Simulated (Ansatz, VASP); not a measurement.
**ZnSe: VASP beside Ansatz**

Contents of INCAR:

```
  PREC = Accurate
  ENCUT = 520
  EDIFF = 1E-7
  ISMEAR = -1
  SIGMA = 0.03
  LREAL = F
  LASPH = T
  NELM = 80
  ALGO = Normal
  ISIF = 2
  LWAVE = F
  LCHARG = T
  GGA = PE
  LELF = T
  LVHAR = T
  NBANDS = 16
```

File KPOINTS:

```
regular mesh
0
Gamma
  8 8 8
```

File POSCAR:

```
ZnSe
1.0
    0.0000000000      2.8618592506      2.8618592506
    2.8618592506      0.0000000000      2.8618592506
    2.8618592506      2.8618592506      0.0000000000
Zn Se
1 1
Direct
    0.0000000000      0.0000000000      0.0000000000
    0.7500000000      0.7500000000      0.7500000000
```

Input for Ansatz:

```yaml
crystal:
  lattice:
    - [0.0, 2.8618592506, 2.8618592506]
    - [2.8618592506, 0.0, 2.8618592506]
    - [2.8618592506, 2.8618592506, 0.0]
  atoms:
    - { symbol: Zn, position: [0.0, 0.0, 0.0] }
    - { symbol: Se, position: [0.75, 0.75, 0.75] }
kpoints:
  mp_grid: { grid: [8, 8, 8] }
scf:
  occupations: { method: fermi_dirac, width: 0.03 }
hamiltonian:
  xc: pbe
  pseudopotentials: { kind: all_electron, lapw: { basis_error: 0.001 } }
output:
  forces: true
  stress: true
  eigenvalues: true
```

Change from the starting cell: volume scaled by 1.03.

Alike in both runs: task single point; functional PBE; k mesh 8 × 8 × 8; occupations fermi-dirac, width 0.03 eV; no spin polarisation.

|  | VASP | Ansatz |
| --- | --- | --- |
| version | VASP 6.6.1 | Ansatz 0.2.0 |
| potentials or method | VASP PAW PBE potentials, release 64 (Zn, Se) | all-electron LAPW, scalar-relativistic |
| plane-wave cutoff (eV) | 520 | see its input |

```csv
,VASP,Ansatz,Ansatz less VASP
gap on the k mesh at the Fermi level (eV),1.17,1.17,+0.001
pressure (GPa),0.5,0.3,-0.19
```

Ansatz ran all-electron here, so the differences hold the error of VASP's frozen core and of both bases.
